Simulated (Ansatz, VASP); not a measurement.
# Cross-check of AlAs between VASP and Ansatz, part 2 of 2

One calculation is typed for both programs; each brings its own data sets and cutoff. How far apart do they land?

VASP 6.6.1 and Ansatz 0.2.0.

So far: Set-up; VASP: G0W0 gap, PBE.

**3. Ansatz: G0W0 gap, PBE**

Level of this step: Ansatz beside VASP: Kohn-Sham DFT, plane waves, PBE, G0W0 (Ansatz).

Ansatz runs on its default PAW (the set named soft_2) files.

The same cell, functional and mesh now go to Ansatz, which takes its cutoff from its data sets.

input.yaml reads:

```yaml
crystal:
  lattice:
    - [0.0, 2.8304, 2.8304]
    - [2.8304, 0.0, 2.8304]
    - [2.8304, 2.8304, 0.0]
  atoms:
    - { symbol: Al, position: [0.0, 0.0, 0.0] }
    - { symbol: As, position: [0.25, 0.25, 0.25] }
hamiltonian:
  xc: pbe
  pseudopotentials: { kind: paw }
kpoints:
  mp_grid: { grid: [6, 6, 6] }
scf:
  occupations: { method: fixed }
gw:
  n_empty_bands: 100
  ecut_chi: 100.0
  qp_bands: [v2, c2]
  qp_kpoints: band_edges
  screening: { model: contour_deformation }
```

The run is started by

```sh
ansatz run input.yaml --threads 4 --pin off --max-ram 9216MiB --backend cpu --events-out ev --progress --plain --runs-dir out
```

Numbers of over 12 decimals in the logs are rounded to 6 here.

The log of the run:

```text
Engine: ansatz 0.2.0, x86_64-unknown-linux-gnu
Pseudopotentials: kind: paw
Pseudopotential: Al, paw, valence charge 3, recommended cutoff 420 eV (normal), Al.paw.azcp
Pseudopotential: As, paw, valence charge 15, recommended cutoff 420 eV (normal), As.paw.azcp
Functional definition: PBE
  parameter kappa = 0.804
  parameter beta = 0.066725
  exchange = pbe_x(kappa = kappa, mu = beta*pi^2/3)
  correlation = pbe_c(beta = beta)
Crystal: 2 atoms, lattice volume = 45.350 Å³
Basis set: ecut = 420 eV, 893 PW (Γ)
Bands: 13, of which v1, the nominal top of the filled ones, is band 9 counted from 1 (8 counted from 0)
Symmetry: 24 space group operations
Space group: F-43m (ITA 216), of the structure as read, at distance tolerance 3.6e-5 Å
k-points: 16 of 216 (time reversal used)
Non-local potential: Al, projectors of the file, l = 0: 2, l = 1: 2, l = 2: 1
Non-local potential: As, projectors of the file, l = 0: 2, l = 1: 2, l = 2: 3, l = 3: 1
PAW form: soft (Blöchl's): semilocal exchange-correlation on the pseudo side does not see the compensation charge
PAW one-centre angular grid: Al, 110 points (default); XC on 64 Gauss nodes
PAW one-centre angular grid: As, 590 points (default); XC on 64 Gauss nodes
Initial density: superposition of atomic densities (neutral atoms: chi_scale 0, normalization atom), corrected by the library's trained network
Initial wavefunctions: pseudopotential atomic-orbital guess
Functional: x = pbe(κ = 0.804, μ = 0.219515), c = pbe(β = 0.066725)
SCF iter   1: F=—  HF=-5394.591881 eV  |F-HF|=—  |Δ(HF+E_count)|=         —  Δρ=1.42e-3  dr2=1.65e-3  ethr=1.77e-3  ⟨swp⟩=4.6  Hψ=1068  notcnv=0  defer=27
preconditioner: auto → none  [insulator: Δε(μ)=1.420 eV  Ē_g=9.905 eV  n_scr=14 (ndim 8)  ℏωp=15.6 eV  f_vac=0.006  ε∞_Penn≈3.5]
SCF iter   2: F=—  HF=-5394.591187 eV  |F-HF|=—  |Δ(HF+E_count)|=   6.94e-4  Δρ=4.38e-4  dr2=8.07e-5  ethr=9.14e-6  ⟨swp⟩=2.1  Hψ=409  notcnv=0  defer=27
SCF iter   3: F=—  HF=-5394.591226 eV  |F-HF|=—  |Δ(HF+E_count)|=   3.85e-5  Δρ=1.75e-4  dr2=8.73e-6  ethr=4.48e-7  ⟨swp⟩=2.1  Hψ=267  notcnv=0  defer=17
SCF iter   4: F=—  HF=-5394.591236 eV  |F-HF|=—  |Δ(HF+E_count)|=   9.87e-6  Δρ=2.26e-5  dr2=2.21e-7  ethr=4.85e-8  ⟨swp⟩=3.0  Hψ=352  notcnv=0  defer=30
iter 5 did not close the SCF: its close was put off for the readings that it lacked (scf_convergence_deferred on its scf_iter line)
SCF iter   5: F=-5394.591236 eV  HF=-5394.591236 eV  |F-HF|=2.35e-8  |Δ(HF+E_count)|=   1.29e-7  Δρ=9.63e-6  dr2=2.31e-8  ethr=1.23e-9  ⟨swp⟩=2.0  Hψ=352  notcnv=0  defer=32
SCF iter   6: F=-5394.591236 eV  HF=-5394.591236 eV  |F-HF|=5.59e-10  |Δ(HF+E_count)|=   2.94e-8  Δρ=1.25e-6  dr2=4.92e-10  ethr=1.28e-10  ⟨swp⟩=3.7  Hψ=932  notcnv=0
SCF 1 converged in 6 iterations: F = -5394.591236 eV  dr2 = 4.92e-10
  greatest PAW one-centre occupation: 0.999 electrons in one spin orbital (limit 2), on the As atom at site 1 (counted from 0), in its partial waves of l = 2
NSCF: frozen V_eff on 16 k-points
G₀W₀ screening: q 1/16
G₀W₀ screening: q 2/16 (q-point 6)
G₀W₀ screening: q 3/16 (q-point 7)
G₀W₀ screening: q 4/16 (q-point 8)
G₀W₀ screening: q 5/16 (q-point 11)
G₀W₀ screening: q 6/16 (q-point 14)
G₀W₀ screening: q 7/16 (q-point 15)
G₀W₀ screening: q 8/16 (q-point 9)
G₀W₀ screening: q 9/16 (q-point 12)
G₀W₀ screening: q 10/16 (q-point 16)
G₀W₀ screening: q 11/16 (q-point 2)
G₀W₀ screening: q 12/16 (q-point 3)
G₀W₀ screening: q 13/16 (q-point 5)
G₀W₀ screening: q 14/16 (q-point 10)
G₀W₀ screening: q 15/16 (q-point 4)
G₀W₀ screening: q 16/16 (q-point 13)
G₀W₀ self-energy: k 1/9
G₀W₀ self-energy: k 2/9
G₀W₀ self-energy: k 3/9
G₀W₀ self-energy: k 4/9
G₀W₀ self-energy: k 5/9
G₀W₀ self-energy: k 6/9
G₀W₀ self-energy: k 7/9
G₀W₀ self-energy: k 8/9
G₀W₀ self-energy: k 9/9
NSCF: frozen V_eff on 1 k-points
NSCF: frozen V_eff on 1 k-points
SCF converged after 6 iterations
Free energy (F): -5394.591236 eV
Harris-Foulkes:  -5394.591236 eV  (|F-HF|=5.59e-10)
Internal energy: -5394.591236 eV  (E = F + TS)
E sigma→0 (E₀):  -5394.591236 eV
Fermi energy:    6.372202 eV
--- Per-component energies (eV) ---
  E_band       = -266.154100
  E_kinetic    = 126.864606
  E_local      = -2113.773741  (includes V_loc(G=0)·N_el)
  E_nonlocal   = -659.943125
  E_hartree    = 1130.806094
  E_xc         = -119.120821
  E_vxc        = -108.470842  (∫ρ·V_xc dr)
  E_paw        = -2303.088195  (= ΣΔE_a)
  E_vpaw       = 227.557432  (= ΣTr[D̂ρ^β])
  E_aug_tail   = 0.000006  (compensation charges beyond the density's cutoff)
  E_ewald      = -1456.336059
  E_smearing   = -0.000000  (= −TS)
  E_closure    = -0.000000  (closes the sum)
  Σ components = -5394.591236   (vs F -5394.591236, Δ=0.00e0)
--- Band table (eV; the first three rows and the last of 16) ---
  k-point 0: bands = [... 5 lower, -5.4914, 6.3722, 6.3722, 6.3722, 8.4254, 10.6720, 10.6720, 10.6720]
  k-point 1: bands = [... 5 lower, -5.2235, 4.2796, 6.1104, 6.1104, 9.2010, 11.1072, 11.1072, 11.5720]
  k-point 2: bands = [... 5 lower, -4.5460, 1.8879, 5.7115, 5.7115, 8.7459, 11.2432, 11.2432, 13.8753]
  k-point 15: bands = [... 5 lower, -3.5024, 1.1889, 3.4440, 3.6916, 9.5472, 10.4938, 13.5009, 14.2103]
--- G₀W₀: contour deformation, 7 samples at zero and on the imaginary axis and 2 off it, 216 q-points, 100 empty bands' worth ---
  eigenvalues of the whole cell's RPA ε∞ on this k-mesh (on a slab, of 1 + 4πα/V) = 10.1340, 10.1340, 10.1340; static W/v taken at q = 0 is 0.098678
  bands read: the sum over 109 bands ends inside a degenerate multiplet in 1 slot, whose members it reads at an even weight; the widest, k=4: bands 109 to 110 (counted from 1) at 1/2 each
  gw.qp_kpoints: band_edges: 9 of 16 stored k-points solved, in 1 pass; an edge of the gap read off the rows below is read off those points alone
    valence top: of the k-points left out ik 7 came nearest to being solved in a further pass, in band 9 (counted from 1, as in the quasiparticle table): it holds the edge there only if its correction is more favourable than any solved in that band by at least 0.877 eV; those differ by 0.113 eV
    conduction bottom: of the k-points left out ik 10 came nearest to being solved in a further pass, in band 10 (counted from 1, as in the quasiparticle table): it holds the edge there only if its correction is more favourable than any solved in that band by at least 0.657 eV; those differ by 0.411 eV
    ik  band        ε_KS         Σx   Σc(E_QP)       V_xc       Z   E_QP_lin       E_QP  E_QP is
     0     8      6.3722   -15.7632     1.2649   -13.9412  0.7702     5.8116     5.8151  root
     0     9      6.3722   -15.7632     1.2649   -13.9412  0.7702     5.8116     5.8151  root
     0    10      8.4254    -9.5860    -3.7845   -13.8124  0.7832     8.8695     8.8674  root
     0    11     10.6720    -6.6750    -4.2758   -11.2059  0.7642    10.9282    10.9271  root
     1     8      6.1104   -15.6548     1.3343   -13.7518  0.7680     5.5379     5.5417  root
     1     9      6.1104   -15.6548     1.3343   -13.7518  0.7680     5.5379     5.5417  root
     1    10      9.2010    -8.4708    -3.8955   -12.7139  0.7780     9.5500     9.5486  root
     1    11     11.1072    -6.6586    -4.4173   -11.3338  0.7580    11.3663    11.3651  root
     2     8      5.7115   -15.6512     1.4923   -13.5665  0.7642     5.1145     5.1190  root
     2     9      5.7115   -15.6512     1.4923   -13.5665  0.7642     5.1145     5.1190  root
     2    10      8.7459    -7.9660    -3.7804   -12.0343  0.7815     9.0349     9.0340  root
     2    11     11.2432    -6.0554    -4.4399   -10.7162  0.7597    11.4649    11.4640  root
     3     8      5.5503   -15.6846     1.5634   -13.5185  0.7625     4.9428     4.9477  root
     3     9      5.5503   -15.6846     1.5634   -13.5185  0.7625     4.9428     4.9477  root
     3    10      8.5190    -7.9967    -3.7156   -11.9886  0.7828     8.7962     8.7954  root
     3    11     11.0608    -5.8002    -4.3684   -10.3676  0.7637    11.2606    11.2599  root
     4     8      5.5917   -15.3632     1.4867   -13.2798  0.7635     4.9904     4.9951  root
     4     9      5.5917   -15.3632     1.4867   -13.2798  0.7635     4.9904     4.9951  root
     4    10      9.6688    -6.4453    -3.9892   -10.6174  0.7753     9.8521     9.8516  root
     4    11     10.3085    -9.0606    -4.0950   -13.5280  0.7692    10.6829    10.6808  root
     6     8      4.2665   -15.0857     1.9060   -12.5554  0.7481     3.6350     3.6422  root
     6     9      5.1133   -15.4641     1.7004   -13.1385  0.7581     4.4823     4.4881  root
     6    10      9.3446    -6.9013    -3.8922   -10.9872  0.7791     9.5388     9.5383  root
     6    11     11.1600    -6.7920    -4.3589   -11.3724  0.7610    11.3824    11.3815  root
[...]
9     8      4.5860   -15.3279     1.9096   -12.7656  0.7514     3.9261     3.9334  root
     9     9      4.5860   -15.3279     1.9096   -12.7656  0.7514     3.9261     3.9334  root
     9    10      8.3726    -5.9478    -3.6749    -9.7047  0.7853     8.4547     8.4546  root
     9    11      9.3782    -6.2676    -3.8751   -10.2888  0.7824     9.5245     9.5242  root
    12     8      4.2052   -15.3641     2.0759   -12.6185  0.7459     3.5271     3.5355  root
    12     9      4.2052   -15.3641     2.0759   -12.6185  0.7459     3.5271     3.5355  root
    12    10      7.8138    -5.5152    -3.5775    -9.1237  0.7895     7.8447     7.8447  root
    12    11      8.6734    -6.5288    -3.6588   -10.3146  0.7861     8.8006     8.8003  root
```

Wall time 19 s (4 threads of Intel Xeon Platinum 8488C (Sapphire Rapids), shared host); peak memory 0.54 GiB.

The column dr2 measures how far the density is from self-consistency, as an energy; F and HF (Harris–Foulkes) agree once it is small.

**4. Side by side**

Known differences besides the potentials themselves: the two programs' PAW sets differ in cores and partial waves; the data sets hold 18 valence electrons in Ansatz (default PAW (the set named soft_2) files) and 8 in VASP; the cutoff is 420 eV in Ansatz and 300 eV in VASP; VASP leaves aspherical gradient terms in its spheres out (LASPH is not set), Ansatz keeps them; Ansatz integrates over frequency by contour deformation, VASP on a grid of NOMEGA points. Total energies have different zeros and are not compared.

Both answers:

```
                 quantity  Ansatz  VASP  difference
G0W0 gap on the mesh (eV)    2.03  1.96       +0.07
    PBE gap under it (eV)    1.44  1.43       +0.01
```

**5. Results**

| Property | Result |
| --- | --- |
| difference in G0W0 gap on the mesh (G0W0 gap, PBE) | 0.069 eV |

The difference in G0W0 gap on the mesh is 0.069 eV (G0W0 gap, PBE), within the 0.15 eV picked in this series as the mark of a large difference. Such differences can come from data sets, numerical settings and the points named under the comparisons, not from the functional's error against experiment.

[Lines on the potential files, build, host, timing and source positions are cut from VASP's logs without a mark.]

[Logs are printed without paths, hosts, clocks, repeated set-up lines and the standing remarks that a program may print on its own settings, such as how far it seeks lower states.]

[Hosts, paths, dates, database ids (printed as entryN), source tags and the programs' standing remarks are cut or masked in the printed files.]
